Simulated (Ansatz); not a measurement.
MoS$_{2}$: computed properties

These are results of Ansatz 0.2.0, DFT PBE+D3(BJ), scalar-relativistic, plane waves, PAW, not measurements.

Cutoff 420 eV; k points 18×18×8 on the computed 3-atom cell (Γ-centred); Gaussian smearing, width 0.10 eV; no spin polarisation.

The structure is relaxed at this level of theory with its symmetry kept. This form isn't the usual stable structure of the compound.

Symmetry: P-3m1, No. 164, trigonal system. Conventional cell: a = 3.175 Å, b = 3.175 Å, c = 5.807 Å, α = 90.00°, β = 90.00°, γ = 120.00°. Mo (site symmetry -3m) has 6 S at 2.42 Å as nearest neighbours. Around S (site symmetry 3m) lie 3 Mo at 2.42 Å.

| Quantity | Value |
| --- | --- |
| Volume per atom | 16.89 Å³ |
| Kohn–Sham band gap | none (metal) |
| Density of states at the Fermi level | 1.10 states/eV per cell |
| Löwdin character within 0.5 eV of the Fermi level | Mo 4d 52 %, S 3p 45 % |
| Bader charges (e) | Mo (1 in the cell) 1.28, S (2 in the cell) -0.64 |

A ferromagnetic start lost its moments in a first run, so spin was left out; other magnetic orders weren't tried.